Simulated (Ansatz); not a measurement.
# Ti: the cost of one run

Method: DFT PBE, scalar-relativistic, plane waves, PAW, in Ansatz 0.2.0.

2 further runs of the same task are left out: 2 set aside as unsound or not needed.

## 1. The structure to begin with

The structure is cubic, space group Im-3m (No. 229). The conventional cell has a = 3.319 Å, b = 3.319 Å, c = 3.319 Å, α = 90.00°, β = 90.00°, γ = 90.00°. Around Ta (site symmetry m-3m) lie 8 Ta at 2.87 Å.

As a file:

```xyz
1
Lattice="-1.6594 1.6594 1.6594 1.6594 -1.6594 1.6594 1.6594 1.6594 -1.6594" Properties=species:S:1:pos:R:3 pbc="T T T"
Ta    0.0000    0.0000    0.0000
```

It is the result of an earlier relaxation at this level (volume 18.28 Å³/atom; gap on the mesh: none (metal)).

## 2. The film's bulk: Ti

Relaxed beforehand at this level: -2499.5560 eV/atom, gap on the mesh none (metal).

```cif
data_structure
_symmetry_space_group_name_H-M 'P 1'
_symmetry_Int_Tables_number 1
_cell_length_a 2.8194
_cell_length_b 2.8194
_cell_length_c 2.8194
_cell_angle_alpha 109.471
_cell_angle_beta 109.471
_cell_angle_gamma 109.471
_cell_volume 17.25
loop_
_atom_site_label
_atom_site_type_symbol
_atom_site_fract_x
_atom_site_fract_y
_atom_site_fract_z
_atom_site_occupancy
Ti1 Ti 0.00000 0.00000 0.00000 1
```

The bulk reference of Ta, the base, comes from a run made before at the same settings: -9932.2507 eV/atom.

## 3. The film's bulk on the base's lattice

The (110) plane of Ti is fitted to the (110) plane of Ta, a strain of +1.9 % along x and +1.9 % along y; the third vector and the atoms relax.

input.yaml reads:

```yaml
crystal:
  lattice:
    - [2.8741561381, 0.0, 0.0]
    - [-0.958052046, 2.709780394, 0.0]
    - [0.958052046, 1.354890197, 2.2494165829]
  atoms:
    - { symbol: Ti, position: [0.0, 0.0, 0.0] }
basis:
  ecutwfc: 420
kpoints:
  mp_grid: { grid: [13, 13, 15] }
hamiltonian:
  xc: pbe
scf:
  occupations: { method: gaussian, width: 0.1 }
output:
  forces: true
  stress: true
  eigenvalues: true
relax:
  adjacent_minimum: "off"
  f_tol: 0.01
  max_steps: 50
  cell: { fix: [a, b, gamma], stress_tol: 0.1 }
```

Command:

```console
$ ansatz run input.yaml --threads 1 --pin off --max-ram 2560MiB --backend cpu --events-out ev --progress --plain --runs-dir out
```

What time and memory should one allow on 1 thread of Arm Neoverse V1, shared host?

About 24 s, with a peak of 0.43 GiB.
